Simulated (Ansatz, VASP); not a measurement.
# InP: VASP beside Ansatz, part 2 of 2

One calculation is typed for both programs; each brings its own data sets. How far apart do they land? The cell is taken from a series of runs on this material, whose earlier steps may have relaxed, scaled, displaced or heated it; both programs get it as it stands.

VASP 6.6.1 and Ansatz 0.2.0.

So far: Set-up; Ansatz: G0W0 gap, r2SCAN.

### Step 3. VASP: G0W0 gap, r2SCAN

Level of this step: G0W0 on r2SCAN; plane waves and PAW (In_d_GW, P_GW) (VASP).

The same cell, functional and mesh now go to VASP, with its own data sets.

Lines of VASP's logs that name or quote its potential files are left out, and so is its time.

The run reads the wave functions of an earlier VASP run, which isn't shown here.

The input, INCAR:

```
SYSTEM = InP
PREC = Accurate
ENCUT = 300
ISMEAR = 0
SIGMA = 0.01
LREAL = .FALSE.
METAGGA = R2SCAN
LASPH = .TRUE.
NBANDS = 216
ALGO = EVGW0
NELMGW = 1
ENCUTGW = 150
NOMEGA = 64
PRECFOCK = Fast
NBANDSGW = 24
LWAVE = .FALSE.
LCHARG = .FALSE.
```

The input, POSCAR:

```
InP
1.0
   -2.0307328916     -2.8718900000      2.1060405788
    2.0307328916     -2.8718900000      2.1060405788
    0.0000000000      0.0000000000      4.2120811577
In P
1 1
Direct
    0.9965117535      0.9965117535      0.0034882465
    0.7534882465      0.7534882465      0.7465117535
```

The input, KPOINTS:

```
Automatic mesh
0
Gamma
6 6 6
0 0 0
```

The projector-augmented-wave data sets are In_d_GW and P_GW (PBE family, release 64).

The run is started by

```console
$ mpirun -np 8 vasp_std
```

Numbers of over 12 decimals in the logs are rounded to 6 here.

The log of the run:

```text
[banner, memory and clock lines left out]
running    8 mpi-ranks, on    1 nodes
 distrk:  each k-point on    8 cores,    1 groups
 distr:  one band on    1 cores,    8 groups

 POSCAR found type information on POSCAR InP
 POSCAR found :  2 types and       2 ions
|                                                                             |
|           W    W    AA    RRRRR   N    N  II  N    N   GGGG   !!!           |
|           W    W   A  A   R    R  NN   N  II  NN   N  G    G  !!!           |
|           W    W  A    A  R    R  N N  N  II  N N  N  G       !!!           |
|           W WW W  AAAAAA  RRRRR   N  N N  II  N  N N  G  GGG   !            |
|           WW  WW  A    A  R   R   N   NN  II  N   NN  G    G                |
|           W    W  A    A  R    R  N    N  II  N    N   GGGG   !!!           |
|                                                                             |
|     For optimal performance we recommend to set                             |
|       NCORE = 2 up to number-of-cores-per-socket                            |
|     NCORE specifies how many cores store one orbital (NPAR=cpu/NCORE).      |
|     This setting can greatly improve the performance of VASP for DFT.       |
|     The default, NCORE=1 might be grossly inefficient on modern             |
|     multi-core architectures or massively parallel machines. Do your        |
|     Unfortunately you need to use the default for GW and RPA                |
|     calculations (for HF NCORE is supported but not extensively tested      |
|     yet).                                                                   |
|                                                                             |

|                                                                             |
|               ----> ADVICE to this user running VASP <----                  |
|                                                                             |
|     You enforced a specific xc type in the INCAR file but a different       |
|     [... a line on the potential file left out ...]
|     I HOPE YOU KNOW WHAT YOU ARE DOING!                                     |
|                                                                             |

|                                                                             |
|           W    W    AA    RRRRR   N    N  II  N    N   GGGG   !!!           |
|           W    W   A  A   R    R  NN   N  II  NN   N  G    G  !!!           |
|           W    W  A    A  R    R  N N  N  II  N N  N  G       !!!           |
|           W WW W  AAAAAA  RRRRR   N  N N  II  N  N N  G  GGG   !            |
|           WW  WW  A    A  R   R   N   NN  II  N   NN  G    G                |
|           W    W  A    A  R    R  N    N  II  N    N   GGGG   !!!           |
|                                                                             |
|     The default for ENCUTGWSOFT is different in this version of VASP.       |
|     please manually set ENCUTGWSOFT =150 in the INCAR file.                 |
|                                                                             |

 LDA part: xc-table for (None), standard interpolation
 found WAVECAR, reading the header
 POSCAR, INCAR and KPOINTS ok, starting setup
 FFT: planning ... GRIDC
 FFT: planning ... GRID_SOFT
 FFT: planning ... GRID
 reading WAVECAR
 the WAVECAR file was read successfully
 initial charge from wavefunction
 available memory per node:     56.32 GB, setting MAXMEM to     57673

 The Fermi energy was updated, please check that it is located mid-gap
 values below the HOMO (VB) or above the LUMO (CB) will cause erroneous energies
 E-fermi :   4.6595

 calculate exact exchange contribution
 the WAVEDER file was read successfully
energies w=
    0.000    0.000    0.399    0.000    0.798    0.000    1.195    0.000
    1.589    0.000    1.979    0.000    2.366    0.000    2.748    0.000
    3.125    0.000    3.498    0.000    3.865    0.000    4.227    0.000
    4.584    0.000    4.936    0.000    5.283    0.000    5.627    0.000
    5.967    0.000    6.304    0.000    6.639    0.000    6.972    0.000
    7.303    0.000    7.634    0.000    7.966    0.000    8.298    0.000
    8.633    0.000    8.970    0.000    9.311    0.000    9.657    0.000
   10.008    0.000   10.367    0.000   10.733    0.000   11.110    0.000
   11.497    0.000   11.898    0.000   12.313    0.000   12.745    0.000
   13.196    0.000   13.670    0.000   14.169    0.000   14.696    0.000
[...]
performed       3547000 updates of chi_q(r,r)
 total number of BLAS operations       1098.90 Gflops
NQ=   3    0.3333    0.0000    0.0000,
|.........|.........|.........|.........|.........|.........|.........|.........
 performed       5813000 updates of chi_q(r,r)
 total number of BLAS operations       1883.43 Gflops
NQ=   4    0.5000    0.0000    0.0000,
|.........|.........|.........|.........|.........|.........|.........|.........
 performed       7509000 updates of chi_q(r,r)
 total number of BLAS operations       2504.96 Gflops
NQ=   5    0.1667    0.1667    0.0000,
|.........|.........|.........|.........|.........|.........|.........|.........
 performed       9091000 updates of chi_q(r,r)
 total number of BLAS operations       3031.79 Gflops
NQ=   6    0.3333    0.1667    0.0000,
[...]
|.........|.........|.........|.........|.........|.........|.........|.........
 performed      38115000 updates of chi_q(r,r)
 total number of BLAS operations      12744.25 Gflops
NQ=  19   -0.1667    0.0000    0.1667,
|.........|.........|.........|.........|.........|.........|.........|.........
 performed      41159000 updates of chi_q(r,r)
 total number of BLAS operations      13767.75 Gflops
NQ=  20    0.3333    0.3333    0.1667,
|.........|.........|.........|.........|.........|.........|.........|.........
 performed      43456000 updates of chi_q(r,r)
 total number of BLAS operations      14540.27 Gflops
NQ=  21    0.5000    0.3333    0.1667,
|.........|.........|.........|.........|.........|.........|.........|.........
 performed      46500000 updates of chi_q(r,r)
 total number of BLAS operations      15573.78 Gflops
NQ=  22   -0.3333    0.3333    0.1667,
|.........|.........|.........|.........|.........|.........|.........|.........
 performed      49544000 updates of chi_q(r,r)
 total number of BLAS operations      16607.28 Gflops
NQ=  23   -0.1667    0.3333    0.1667,
|.........|.........|.........|.........|.........|.........|.........|.........
 performed      51758000 updates of chi_q(r,r)
 total number of BLAS operations      17388.68 Gflops
NQ=  24    0.5000    0.5000    0.1667,
|.........|.........|.........|.........|.........|.........|.........|.........
 performed      54055000 updates of chi_q(r,r)
 total number of BLAS operations      18168.76 Gflops
NQ=  25   -0.3333    0.5000    0.1667,
|.........|.........|.........|.........|.........|.........|.........|.........
 performed      56269000 updates of chi_q(r,r)
 total number of BLAS operations      18950.17 Gflops
NQ=  26    0.0000    0.0000    0.3333,
|.........|.........|.........|.........|.........|.........|.........|.........
 performed      58566000 updates of chi_q(r,r)
 total number of BLAS operations      19692.84 Gflops
NQ=  27    0.1667    0.0000    0.3333,
|.........|.........|.........|.........|.........|.........|.........|.........
 performed      61610000 updates of chi_q(r,r)
 total number of BLAS operations      20667.01 Gflops
NQ=  28    0.3333    0.0000    0.3333,
|.........|.........|.........|.........|.........|.........|.........|.........
 performed      63824000 updates of chi_q(r,r)
 total number of BLAS operations      21418.93 Gflops
NQ=  29    0.5000    0.0000    0.3333,
|.........|.........|.........|.........|.........|.........|.........|.........
 performed      66868000 updates of chi_q(r,r)
 total number of BLAS operations      22452.44 Gflops
NQ=  30   -0.3333    0.0000    0.3333,
|.........|.........|.........|.........|.........|.........|.........|.........
 performed      69912000 updates of chi_q(r,r)
 total number of BLAS operations      23516.26 Gflops
NQ=  31   -0.1667    0.0000    0.3333,
|.........|.........|.........|.........|.........|.........|.........|.........
 performed      72956000 updates of chi_q(r,r)
 total number of BLAS operations      24529.80 Gflops
NQ=  32    0.1667    0.1667    0.3333,
|.........|.........|.........|.........|.........|.........|.........|.........
 performed      74693000 updates of chi_q(r,r)
 total number of BLAS operations      25085.94 Gflops
NQ=  33    0.5000    0.1667    0.3333,
|.........|.........|.........|.........|.........|.........|.........|.........
 performed      77737000 updates of chi_q(r,r)
 total number of BLAS operations      26119.44 Gflops
NQ=  34   -0.3333    0.1667    0.3333,
|.........|.........|.........|.........|.........|.........|.........|.........
 performed      80179000 updates of chi_q(r,r)
 total number of BLAS operations      26932.77 Gflops
NQ=  35    0.5000    0.5000    0.3333,
|.........|.........|.........|.........|.........|.........|.........|.........
 performed      82476000 updates of chi_q(r,r)
 total number of BLAS operations      27690.30 Gflops
NQ=  36   -0.3333    0.5000    0.3333,
|.........|.........|.........|.........|.........|.........|.........|.........
 performed      85520000 updates of chi_q(r,r)
 total number of BLAS operations      28713.79 Gflops
NQ=  37   -0.1667    0.5000    0.3333,
|.........|.........|.........|.........|.........|.........|.........|.........
 performed      87734000 updates of chi_q(r,r)
 total number of BLAS operations      29480.38 Gflops
NQ=  38   -0.3333   -0.3333    0.3333,
|.........|.........|.........|.........|.........|.........|.........|.........
 performed      89471000 updates of chi_q(r,r)
 total number of BLAS operations      30081.90 Gflops
NQ=  39    0.0000    0.0000    0.5000,
|.........|.........|.........|.........|.........|.........|.........|.........
 performed      91188000 updates of chi_q(r,r)
 total number of BLAS operations      30687.73 Gflops
NQ=  40    0.1667    0.0000    0.5000,
|.........|.........|.........|.........|.........|.........|.........|.........
 performed      94232000 updates of chi_q(r,r)
 total number of BLAS operations      31731.29 Gflops
NQ=  41    0.3333    0.0000    0.5000,
|.........|.........|.........|.........|.........|.........|.........|.........
 performed      97276000 updates of chi_q(r,r)
 total number of BLAS operations      32774.86 Gflops
NQ=  42    0.5000    0.0000    0.5000,
|.........|.........|.........|.........|.........|.........|.........|.........
 performed      98806000 updates of chi_q(r,r)
 total number of BLAS operations      33314.84 Gflops
NQ=  43    0.1667    0.1667    0.5000,
|.........|.........|.........|.........|.........|.........|.........|.........
 performed     101103000 updates of chi_q(r,r)
 total number of BLAS operations      34094.92 Gflops
NQ=  44    0.3333    0.1667    0.5000,
|.........|.........|.........|.........|.........|.........|.........|.........
 performed     103317000 updates of chi_q(r,r)
 total number of BLAS operations      34839.56 Gflops
NQ=  45   -0.3333    0.1667    0.5000,
|.........|.........|.........|.........|.........|.........|.........|.........
 performed     105303000 updates of chi_q(r,r)
 total number of BLAS operations      35501.01 Gflops
NQ=  46   -0.1667    0.1667    0.5000,
|.........|.........|.........|.........|.........|.........|.........|.........
 performed     107766000 updates of chi_q(r,r)
 total number of BLAS operations      36337.40 Gflops
 resolving degeneracies of screened two electron integrals

 calculate QP shifts <psi_nk| G(iteration)W_0 |psi_nk>: iteration 1
 entering main loop
```

From OUTCAR (step 3):

```text
ion  position               nearest neighbor table
   1  0.997  0.997  0.003-   2 2.51   2 2.51   2 2.53   2 2.53
   2  0.753  0.753  0.747-   1 2.51   1 2.51   1 2.53   1 2.53

  LATTYP: Found a body centered orthorhombic cell.
 ALAT       =     4.0614657832
 B/A-ratio  =     1.0370839944
 C/A-ratio  =     1.4142135639

 Subroutine GETGRP returns: Found  4 space group operations
 (whereof  4 operations were pure point group operations)

The static configuration has the point symmetry C_2v.

 Found     46 irreducible k-points:

   k-points           NKPTS =     46   k-points in BZ     NKDIM =    216   number of bands    NBANDS=    216

   dimension x,y,z NGX =    24 NGY =   24 NGZ =   24
   dimension x,y,z NGXF=    48 NGYF=   48 NGZF=   48

   ENCUT  =  300.0 eV  22.05 Ry    4.70 a.u.   5.79  5.79  5.95*2*pi/ulx,y,z

   NELECT =      18.0000    total number of electrons

  energy-cutoff  :      300.00
  volume of cell :       49.13
      direct lattice vectors                 reciprocal lattice vectors
    -2.030732892 -2.871890000  2.106040579    -0.246216527 -0.174101376  0.000000000
     2.030732892 -2.871890000  2.106040579     0.246216527 -0.174101376  0.000000000
     0.000000000  0.000000000  4.212081158     0.000000000  0.174101376  0.237412330

 k-points in reciprocal lattice and weights: Automatic mesh
   0.00000000  0.00000000  0.00000000       0.005
   0.16666667 -0.00000000  0.00000000       0.019
   0.33333333  0.00000000  0.00000000       0.019
   0.50000000  0.00000000  0.00000000       0.009
   0.16666667  0.16666667  0.00000000       0.009
   0.33333333  0.16666667  0.00000000       0.019
   0.50000000  0.16666667  0.00000000       0.019
  -0.33333333  0.16666667  0.00000000       0.019
  -0.16666667  0.16666667  0.00000000       0.009
[...]
-0.33333333  0.16666667  0.50000000       0.019
  -0.16666667  0.16666667  0.50000000       0.019

 E-fermi :   4.6595

 QP shifts <psi_nk| G(iteration)W_0 |psi_nk>: iteration 1
 for sc-GW calculations column KS-energies equals QP-energies in previous step
 and V_xc(KS)=  KS-energies - (<T + V_ion + V_H > + <T+V_H+V_ion>^1  + <V_x>^1)
 k-point   1 :       0.0000    0.0000    0.0000
  band No.  KS-energies  QP-energies   sigma(KS)   V_xc(KS)     V^pw_x(r,r')   Z            occupation Imag(sigma)
    ...
      6      -8.1977      -8.2674     -12.1120     -12.0015     -18.3494       0.6312       2.0000       0.8573
      7       3.8241       3.3926     -13.0406     -12.4771     -13.9951       0.7658       2.0000       0.0373
      8       4.0284       3.5990     -13.0485     -12.4876     -13.9843       0.7655       2.0000       0.0383
      9       4.0841       3.6512     -13.1056     -12.5401     -14.0576       0.7655       2.0000       0.0386
     10       5.2349       5.1575     -10.6309     -10.5319      -6.8428       0.7815       0.0000      -0.0045
     11       8.2267       8.3000      -9.7584      -9.8527      -5.5808       0.7771       0.0000      -0.0212
     12       8.4225       8.4938      -9.8260      -9.9180      -5.5875       0.7745       0.0000      -0.0214
     13       8.6236       8.6967      -9.8659      -9.9605      -5.5876       0.7730       0.0000      -0.0217
    ...

 k-point   2 :       0.1667   -0.0000    0.0000
  band No.  KS-energies  QP-energies   sigma(KS)   V_xc(KS)     V^pw_x(r,r')   Z            occupation Imag(sigma)
    ...
      6      -7.8429      -7.9563     -12.3252     -12.1498     -18.4057       0.6470       2.0000       0.8345
      7       1.8957       1.4086     -12.4462     -11.7968     -13.8490       0.7501       2.0000       0.0570
      8       3.4806       3.0364     -12.8515     -12.2702     -13.8933       0.7641       2.0000       0.0381
      9       3.7135       3.2687     -12.8883     -12.3061     -13.9181       0.7640       2.0000       0.0391
     10       6.1374       6.1252     -10.5264     -10.5106      -6.6758       0.7768       0.0000      -0.0087
     11       8.7229       8.7983      -9.8919      -9.9898      -5.5698       0.7696       0.0000      -0.0260
     12       8.9277       8.9764      -9.9542     -10.0178      -5.5673       0.7655       0.0000      -0.0301
     13       9.0126       9.0266     -10.0269     -10.0452      -5.6126       0.7628       0.0000      -0.0343
    ...

 k-point   3 :       0.3333    0.0000    0.0000
  band No.  KS-energies  QP-energies   sigma(KS)   V_xc(KS)     V^pw_x(r,r')   Z            occupation Imag(sigma)
    ...
      6      -6.9291      -7.1063     -12.7858     -12.5229     -18.5225       0.6740       2.0000       0.7551
      7      -0.6894      -1.1658     -11.9679     -11.3001     -14.5828       0.7134       2.0000       0.1308
      8       2.9513       2.4886     -12.6625     -12.0530     -13.8901       0.7591       2.0000       0.0400
      9       3.1985       2.7327     -12.7142     -12.1014     -13.9270       0.7602       2.0000       0.0408
     10       5.8881       5.8948     -10.1994     -10.2079      -6.3465       0.7818       0.0000      -0.0058
     11       9.0533       9.1154      -9.6490      -9.7300      -5.2548       0.7666       0.0000      -0.0344
     12       9.2406       9.3049      -9.6973      -9.7817      -5.2162       0.7620       0.0000      -0.0388
     13      10.8389      10.6914      -9.6251      -9.4258      -4.5521       0.7399       0.0000      -0.1035
    ...

 k-point   4 :       0.5000    0.0000    0.0000
  band No.  KS-energies  QP-energies   sigma(KS)   V_xc(KS)     V^pw_x(r,r')   Z            occupation Imag(sigma)
    ...
      6      -6.2394      -6.4371     -13.2227     -12.9334     -18.7457       0.6833       2.0000       0.6809
      7      -1.9848      -2.4364     -11.4869     -10.8452     -14.6488       0.7039       2.0000       0.2233
      8       2.7331       2.2639     -12.6044     -11.9848     -13.9134       0.7574       2.0000       0.0407
      9       2.9870       2.5136     -12.6634     -12.0393     -13.9568       0.7585       2.0000       0.0415
     10       5.7010       5.7080     -10.1923     -10.2013      -6.3829       0.7830       0.0000      -0.0049
     11       8.9507       9.0054      -9.4610      -9.5321      -5.1220       0.7693       0.0000      -0.0356
     12       9.1384       9.1978      -9.5096      -9.5873      -5.0802       0.7647       0.0000      -0.0400
     13      11.5412      11.2413      -8.3380      -7.9351      -3.2043       0.7443       0.0000      -0.1377
    ...

[... 4 further parts left out ...]
```

### Step 4. Differences

Known differences besides the potentials themselves: VASP keeps PBE cores, Ansatz makes them for the functional; fixed occupations in Ansatz, narrow Gaussian smearing in VASP; the cutoff is 500 eV in Ansatz and 300 eV in VASP; Ansatz integrates over frequency by contour deformation, VASP on a grid of NOMEGA points. Total energies have different zeros and are not compared.

Both answers:

| quantity | Ansatz | VASP | difference |
| --- | --- | --- | --- |
| G0W0 gap on the mesh (eV) | 1.51 | 1.51 | 0.00 |
| Kohn-Sham gap under it (eV) | 1.17 | 1.15 | +0.02 |

### Step 5. Outcome

```json
{
  "difference in G0W0 gap on the mesh (G0W0 gap, r2SCAN)": "8.4e-4 eV"
}
```

What this shows: The difference in G0W0 gap on the mesh is 8.4e-4 eV (G0W0 gap, r2SCAN). How closely two codes agree says nothing of how well the functional describes the real material.

[Lines on the potential files, build, host, timing and source positions are cut from VASP's logs without a mark.]

[Logs are printed without paths, hosts, clocks, repeated set-up lines and the standing remarks that a program may print on its own settings, such as how far it seeks lower states.]

[Hosts, paths, dates, database ids (printed as entryN), source tags and the programs' standing remarks are cut or masked in the printed files.]
